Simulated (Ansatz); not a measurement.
# Ir: the cost of one run

All numbers are computed with Ansatz 0.2.0, driven from Python. Level of theory: DFT PBE, plane waves, PAW.

This is Ir in the hcp structure; at room conditions it is fcc.

## 1. The system

Ir P6_3/mmc: It takes space group P6_3/mmc (No. 194, hexagonal). Conventional cell: a = 2.710 Å, b = 2.710 Å, c = 4.425 Å, α = 90.00°, β = 90.00°, γ = 120.00°. Ir (site symmetry -6m2) is surrounded by 12 Ir at 2.71 Å.

Ir Fd-3m: Symmetry: Fd-3m, No. 227, cubic system. The conventional cell has a = 5.270 Å, b = 5.270 Å, c = 5.270 Å, α = 90.00°, β = 90.00°, γ = 90.00°. Ir (site symmetry -43m) is surrounded by 4 Ir at 2.28 Å.

No structure file is read: the coordinates are typed or built in the script.

## 2. Script

transition.py reads:

```python
import ansatz as az
import numpy as np
from tabulate import tabulate


def hcp(A, a):
    return (
        az.Lattice.from_parameters(a, a, 1.633 * a, alpha=90, beta=90, gamma=120)
        .space_group(194)
        .atom(A, [1 / 3, 2 / 3, 0.25])
    )


def diamond(first, a):
    return az.Crystal.diamond(first, a=a)


def compute(name, crystal, pressure=0.0):
    calc = (
        crystal.calculation()
        .functional("PBE")
        .basis(500)
        .kpoints(spacing=0.33)
        .occupations("fermi_dirac", width=0.05)
    )
    calc = calc.relax(force_tolerance=0.02, cell=True, pressure=pressure)
    return calc.run(threads=1, pin="off")


def volume_per_atom(outcome):
    return abs(np.linalg.det(outcome.lattice.cell_ang)) / len(outcome.lattice.sites)

phases = {}
phases["hcp"] = hcp("Ir", 2.71)
phases["diamond"] = diamond("Ir", 5.27)

pressures = [0, 20, 40, 60]
enthalpy, volume = {name: [] for name in phases}, {name: [] for name in phases}
for p in pressures:
    for name, crystal in phases.items():
        o = compute(name, crystal, pressure=p)
        volume[name].append(volume_per_atom(o))
        enthalpy[name].append(o.report["energy_sigma0_ev"] / len(o.lattice.sites) + p * volume[name][-1] / 160.21766)
gap = np.array(enthalpy["diamond"]) - np.array(enthalpy["hcp"])
rows = [(p, va, vb, 1000 * d) for p, va, vb, d in zip(pressures, volume["hcp"], volume["diamond"], gap)]
print(tabulate(rows, headers=["P (GPa)", "V hcp (A^3/atom)", "V diamond (A^3/atom)", "H(diamond) - H(hcp) (meV/atom)"], floatfmt=".4f", tablefmt="rst"))
crossings = [p0 - g0 * (p1 - p0) / (g1 - g0) for p0, p1, g0, g1 in zip(pressures, pressures[1:], gap, gap[1:]) if g0 * g1 < 0]
print("crossing near", [round(float(p), 1) for p in crossings], "GPa") if crossings else print("no crossing in this range")
```

## 3. The calls as engine input

The engine receives this input (first run):

```yaml
crystal:
  lattice:
    a: 2.71
    b: 2.71
    c: 4.4254299999999995
    alpha: 90.0
    beta: 90.0
    gamma: 120.0
  space_group: 194
  atoms:
    - { symbol: Ir, position: [0.3333333333333333, 0.6666666666666666, 0.25] }
basis:
  ecutwfc: 500.0
kpoints:
  mp_grid:
    kspacing: 0.33
hamiltonian:
  xc: pbe
scf:
  occupations:
    method: fermi_dirac
    width: 0.05
relax:
  f_tol: 0.02
  cell:
    p_target: 0.0
```

## 4. Running it

Command:

```sh
$ python transition.py
```

What time and memory should one allow on 1 thread of Arm Neoverse V1, shared host?

About 53 s, with a peak of 0.4 GiB.
